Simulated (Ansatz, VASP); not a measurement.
# Ca2Te2H5: VASP beside Ansatz

Contents of INCAR:

```
PREC = Accurate ; ENCUT = 520
EDIFF = 1E-7 ; ISMEAR = 0
SIGMA = 0.1 ; LREAL = False
LASPH = True ; NELM = 60
ALGO = Normal ; ISIF = 2
LWAVE = False ; LCHARG = False
GGA = PE ; NBANDS = 28
```

KPOINTS

```
Automatic mesh
0
Gamma
  4 4 2
```

Contents of POSCAR:

```
Ca2Te2H5
1.0
    4.1533039200      0.0000000000      0.0000000000
    0.0000000000      4.1533039200      0.0000000000
    0.0000000000      0.0000000000      8.2866813700
Ca Te H
2 2 5
Direct
    0.0000000000      0.0000000000      0.0000000000
    0.0000000000      0.0000000000      0.5000000000
    0.5000000000      0.5000000000      0.2566320000
    0.5000000000      0.5000000000      0.7433680000
    0.5000000000      0.0000000000      0.2209000000
    0.5000000000      0.0000000000      0.7791000000
    0.5000000000      0.5000000000      0.5000000000
    0.0000000000      0.5000000000      0.2209000000
    0.0000000000      0.5000000000      0.7791000000
```

Input for Ansatz:

```yaml
crystal:
  lattice:
    - [4.15330392, 0.0, 0.0]
    - [0.0, 4.15330392, 0.0]
    - [0.0, 0.0, 8.28668137]
  atoms:
    - { symbol: Ca, position: [0.0, 0.0, 0.0] }
    - { symbol: Ca, position: [0.0, 0.0, 0.5] }
    - { symbol: Te, position: [0.5, 0.5, 0.256632] }
    - { symbol: Te, position: [0.5, 0.5, 0.743368] }
    - { symbol: H, position: [0.5, 0.0, 0.2209] }
    - { symbol: H, position: [0.5, 0.0, 0.7791] }
    - { symbol: H, position: [0.5, 0.5, 0.5] }
    - { symbol: H, position: [0.0, 0.5, 0.2209] }
    - { symbol: H, position: [0.0, 0.5, 0.7791] }
basis:
  ecutwfc: 420
kpoints:
  mp_grid: { grid: [4, 4, 2] }
hamiltonian:
  xc: pbe
scf:
  occupations: { method: gaussian, width: 0.1 }
  lower_state_search: "off"
output:
  forces: true
  stress: true
  eigenvalues: true
```

Change from the starting cell: species swapped into the K2Bi2O5 type (P4/mmm, No. 123).

Alike in both runs: task single point; functional PBE; k mesh 4 × 4 × 2; occupations gaussian, width 0.1 eV; no spin polarisation.

```csv
,VASP,Ansatz
version,VASP 6.6.1,Ansatz 0.2.0
potentials or method,"VASP PAW PBE potentials, release 64 (Ca_sv, Te, H)","scalar-relativistic, plane waves, PAW"
plane-wave cutoff (eV),520,420
valence electrons in the cell,37,57
```

|  | VASP | Ansatz | Ansatz less VASP |
| --- | --- | --- | --- |
| gap on the k mesh at the Fermi level (eV) | none | none | - |
| pressure (GPa) | 1.6 | 1.6 | -0.02 |
| largest component of the traceless stress (GPa) | 2.47 | 2.48 | +0.008 |
| rms of the force components (eV/Å) | 0.300 | 0.297 | -0.0025 |

Atom by atom the forces differ by 0.003 eV/Å (rms over components). A gap of «none» marks a metal or a gap that the smearing closes. The two sets of potentials don't hold the same shells in valence.

Caveats: the k mesh is coarse (spacing up to 0.38 Å⁻¹), so the values aren't converged; forces of over 1 eV/Å show positions far from the minimum, so gaps and moduli don't describe the material at rest. The runs have no spin-orbit coupling, so splittings on Te are missing.
